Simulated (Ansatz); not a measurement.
BaTiO3:

```xyz
5
Lattice="3.9998 0.0000 0.0000 0.0000 3.9998 0.0000 0.0000 0.0000 4.0180" Properties=species:S:1:pos:R:3 pbc="T T T"
Ba    0.0000    0.0000    0.0000
Ti    1.9999    1.9999    1.9688
O     0.0000    1.9999    2.0773
O     1.9999    0.0000    2.0773
O     1.9999    1.9999    0.0763
```

Base run:

| Property | Result |
| --- | --- |
| Program | Ansatz 0.2.0 |
| Functional | PBEsol |
| Potentials or basis | all-electron LAPW, scalar-relativistic |
| Cutoff | 400 eV |
| Density cutoff | 1600 eV |
| Basis error allowed | 0.002 eV/atom |
| k mesh | 7 × 7 × 7 |
| Occupations | fermi-dirac, width 0.05 eV |
| Spin | no spin polarisation |
| Hubbard terms | Ti d U = 4 eV |

Its results: band gap on the k mesh 2.34 eV, indirect (least direct gap 2.52 eV); pressure -2.5 GPa; largest force 0.158 eV/Å.

Q: The run is repeated on the same cell with these changes: hubbard terms from Ti d U = 4 eV to Ti d U = 2 eV. What comes out?

A: Band gap on the k mesh 2.10 eV, indirect (least direct gap 2.26 eV); pressure -3.2 GPa; largest force 0.264 eV/Å.

Caveats: U is the effective U less J, on atomic orbitals that reach past the spheres; spin-orbit coupling is left out, which moves the levels of the heavy elements; the mesh misses the band edges, which the band path finds closer together.

Not every run made on this cell is shown here.
